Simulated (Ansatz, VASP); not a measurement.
# BeS: VASP beside Ansatz

The input INCAR:

```
SYSTEM = BeS
ALGO = Normal
EDIFF = 1E-8
ENCUT = 520
GGA = PE
ISIF = 2
ISMEAR = -1
LASPH = .True.
LCHARG = .False.
LEFG = .True.
LREAL = .False.
LWAVE = .False.
NBANDS = 11
NELM = 80
PREC = Accurate
SIGMA = 0.03
```

Contents of KPOINTS:

```
k-points
0
Gamma
  10 10 10
  0 0 0
```

The input POSCAR:

```
BeS
1.0
    0.0000000000      2.4351516489      2.4351516489
    2.4351516489      0.0000000000      2.4351516489
    2.4351516489      2.4351516489      0.0000000000
Be S
1 1
Direct
    0.0000000000      0.0000000000      0.0000000000
    0.2500000000      0.2500000000      0.2500000000
```

Input for Ansatz:

```yaml
crystal:
  lattice:
    - [0.0, 2.4351516489, 2.4351516489]
    - [2.4351516489, 0.0, 2.4351516489]
    - [2.4351516489, 2.4351516489, 0.0]
  atoms:
    - { symbol: Be, position: [0.0, 0.0, 0.0] }
    - { symbol: S, position: [0.25, 0.25, 0.25] }
kpoints:
  mp_grid: { grid: [10, 10, 10] }
  band_path:
    path:
      - [0.0, 0.0, 0.0]
      - [-0.5, -0.5, 0.0]
      - [-0.375, -0.375, 0.25]
      - [-0.375, 0.0, 0.375]
      - [0.0, 0.0, 0.0]
      - [0.0, 0.0, 0.5]
      - [-0.5, -0.25, 0.25]
      - [-0.5, -0.5, 0.0]
    npoints: 6
scf:
  occupations: { method: fermi_dirac, width: 0.03 }
hamiltonian:
  xc: pbe
  pseudopotentials: { kind: paw }
output:
  forces: true
  stress: true
  eigenvalues: true
  efg: { contact_densities: true }
  populations: true
  write_density: true
  write_potential: true
  elf: true
  volumetric_format: npy
```

Change from the starting cell: volume scaled by 1, PAW files.

Alike in both runs: task electric field gradients; functional PBE; k mesh 10 × 10 × 10; occupations fermi-dirac, width 0.03 eV; no spin polarisation.

|  | VASP | Ansatz |
| --- | --- | --- |
| version | VASP 6.6.1 | Ansatz 0.2.0 |
| potentials or method | VASP PAW PBE potentials, release 64 (Be, S) | PAW with Ansatz's default frozen-core files, scalar-relativistic |
| plane-wave cutoff (eV) | 520 | 420 |
| valence electrons in the cell | 8 | 8 |

```tsv
	VASP	Ansatz	Ansatz less VASP
gap on the k mesh at the Fermi level (eV)	3.14	3.14	-0.001
pressure (GPa)	0.3	0.3	-0.01
Vzz of the field gradient on the site that differs most (V/Å²)	0.0	0.0	0.00
```

A k mesh can miss the band edges.
